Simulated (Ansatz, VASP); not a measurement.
One calculation of BP, two programs

```
CELL_PARAMETERS angstrom
0.00000 4.53800 4.53800
4.53800 0.00000 4.53800
4.53800 4.53800 0.00000
ATOMIC_POSITIONS crystal
B 0.00000 0.00000 0.00000
B 0.00000 0.00000 0.50000
B 0.00000 0.50000 0.00000
B 0.00000 0.50000 0.50000
B 0.50000 0.00000 0.00000
B 0.50000 0.00000 0.50000
B 0.50000 0.50000 0.00000
B 0.50000 0.50000 0.50000
P 0.12500 0.12500 0.12500
P 0.12500 0.12500 0.62500
P 0.12500 0.62500 0.12500
P 0.12500 0.62500 0.62500
P 0.62500 0.12500 0.12500
P 0.62500 0.12500 0.62500
P 0.62500 0.62500 0.12500
P 0.62500 0.62500 0.62500
```

Alike in both runs: task electric field gradients; functional PBE; k mesh 4 × 4 × 4; no spin polarisation.

|  | VASP | Ansatz |
| --- | --- | --- |
| version | VASP 6.6.1 | Ansatz 0.2.0 |
| potentials or method | VASP PAW PBE potentials, release 64 (B, P) | plane-wave PAW, scalar-relativistic |
| plane-wave cutoff (eV) | 520 | 420 |
| occupations | gaussian, width 0.01 eV | fixed |
| valence electrons in the cell | 64 | 64 |

|  | VASP | Ansatz | Ansatz less VASP |
| --- | --- | --- | --- |
| gap on the k mesh at the Fermi level (eV) | 1.27 | 1.27 | +0.004 |
| Vzz of the field gradient on the site that differs most (V/Å²) | 0.0 | 0.0 | 0.00 |

A k mesh can miss the band edges. As with any semilocal functional, this PBE gap is likely too small.
